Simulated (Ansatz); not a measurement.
The cell is a database entry far from equilibrium at this level of theory, probably a faulty or high-pressure entry; it serves as a test geometry alone. The listed cell was then made from it by scaling, straining or moving an atom.

An input for Re: DFT, PBE, all-electron PAW with datasets made for the crystal, scalar-relativistic (Ansatz 0.2.0).

Command: `ansatz run input.yaml --threads 1 --pin off --max-ram 2048MiB --backend cpu --events-out ev --progress --plain --runs-dir out` The run took 65 s on 1 thread of Arm Neoverse V1 (shared host), peak memory 1.3 GiB.

```yaml
crystal:
  lattice:
    - [2.5647146349, 0.0, 0.0]
    - [-1.2823573174, 2.2211080272, 0.0]
    - [0.0, 0.0, 4.28686]
  atoms:
    - { symbol: Re, position: [0.3333333333, 0.6666666667, 0.25] }
    - { symbol: Re, position: [0.6666666667, 0.3333333333, 0.75] }
kpoints:
  mp_grid: { grid: [18, 18, 10] }
scf:
  occupations: { method: fermi_dirac, width: 0.05 }
hamiltonian:
  xc: pbe
  pseudopotentials: { kind: all_electron, datasets: crystal }
output:
  forces: true
  stress: true
  eigenvalues: true
  efg: { contact_densities: true }
```

Set-up and iterations as logged by Ansatz (the results part is left out, to be predicted):

```
hamiltonian.pseudopotentials.datasets: crystal makes datasets for this crystal and solves the spheres of its atoms anew in each pass: cutoff 320.0 eV, the density's 1280.0 eV; for an error of 0.50 meV an atom under PBE, 1.0 meV for the cell; an energy difference from a run of another recipe may be off by several times the error for the cell, under r2SCAN by more, where some 0.1 meV an atom stays at smaller errors; Re in spheres of 1.281 Å, 15 of its electrons in bands, 14 on its site; only band paths and densities of states list, in semicore columns, the levels of the semicore shells that are solved separately: 4f of Re
band count auto-derived: 21 (N_el = 30.0; filled up to band 15; 19 by the electrons, moments and atoms)
Engine: ansatz 0.2.0
Pseudopotentials: kind: all_electron
Pseudopotential: Re, paw, valence charge 29, recommended cutoff 320 eV (normal), Koelling and Harmon's equation, gaussian nucleus
Functional definition: PBE
  parameter kappa = 0.804
  parameter beta = 0.06672455060314922
  exchange = pbe_x(kappa = kappa, mu = beta*pi^2/3)
  correlation = pbe_c(beta = beta)
Crystal: 2 atoms, lattice volume = 24.420 Å³
Basis set: ecut = 320 eV, 313 PW (Γ), exchange–correlation on 30×30×54 points (8 copies of the dense FFT grid, shifted against one another)
Bands: 21, of which v1, the nominal top of the filled ones, is band 15 counted from 1 (14 counted from 0)
Symmetry: 24 space group operations
Space group: P63/mmc (ITA 194), of the structure as read, at distance tolerance 2.9e-5 Å
k-points: 222 of 3240
Non-local potential: Re, projectors of the file, l = 0: 2, l = 1: 2, l = 2: 2
PAW form: soft (Blöchl's): semilocal exchange-correlation on the pseudo side does not see the compensation charge
PAW one-centre angular grid: Re, 590 points (default); XC on its mesh's 1797 points in the sphere
Initial density: superposition of atomic densities (neutral atoms: chi_scale 0, normalization atom)
Initial wavefunctions: pseudopotential atomic-orbital guess
Functional: x = pbe(κ = 0.804, μ = 0.2195149727645171), c = pbe(β = 0.06672455060314922)
iter 1 solved again at ethr=8.28e-3 eV; its pass at ethr=1.00e-1 eV (dr2=2.48e0 eV) is discarded
SCF iter   1: F=—  HF=-908305.149057 eV  |F-HF|=—  |Δ(HF+E_count)|=         —  Δρ=1.09e-1  dr2=2.57e0  ethr=8.28e-3  ⟨swp⟩=2.5  Hψ=23934  notcnv=0
SCF iter   2: F=—  HF=-908304.590430 eV  |F-HF|=—  |Δ(HF+E_count)|=   5.59e-1  Δρ=6.74e-2  dr2=9.73e-1  ethr=8.28e-3  ⟨swp⟩=2.0  Hψ=9324  notcnv=0
iter 3 solved again at ethr=1.29e-4 eV; its pass at ethr=3.24e-3 eV (dr2=3.88e-2 eV) is discarded
SCF iter   3: F=—  HF=-908304.228081 eV  |F-HF|=—  |Δ(HF+E_count)|=   3.62e-1  Δρ=1.44e-2  dr2=3.94e-2  ethr=1.29e-4  ⟨swp⟩=2.0  Hψ=22892  notcnv=0  defer=3
SCF iter   4: F=—  HF=-908304.240703 eV  |F-HF|=—  |Δ(HF+E_count)|=   1.26e-2  Δρ=2.53e-3  dr2=1.08e-3  ethr=1.29e-4  ⟨swp⟩=2.0  Hψ=9326  notcnv=0  defer=2
SCF iter   5: F=—  HF=-908304.242543 eV  |F-HF|=—  |Δ(HF+E_count)|=   1.84e-3  Δρ=8.47e-4  dr2=1.34e-4  ethr=3.61e-6  ⟨swp⟩=2.0  Hψ=8082  notcnv=0  defer=1
SCF iter   6: F=—  HF=-908304.242484 eV  |F-HF|=—  |Δ(HF+E_count)|=   5.89e-5  Δρ=2.10e-4  dr2=8.81e-6  ethr=4.47e-7  ⟨swp⟩=3.0  Hψ=13360  notcnv=0  defer=1
SCF iter   7: F=—  HF=-908304.242471 eV  |F-HF|=—  |Δ(HF+E_count)|=   1.25e-5  Δρ=3.32e-5  dr2=1.80e-7  ethr=2.94e-8  ⟨swp⟩=3.0  Hψ=10682  notcnv=0
SCF iter   8: F=-908304.242471 eV  HF=-908304.242471 eV  |F-HF|=4.89e-9  |Δ(HF+E_count)|=   2.60e-7  Δρ=2.16e-6  dr2=7.75e-10  ethr=6.01e-10  ⟨swp⟩=3.0  Hψ=10969  notcnv=0
```

(1) What pressure will this run report?

## Answers

(1) 115.0 GPa (positive in compression).
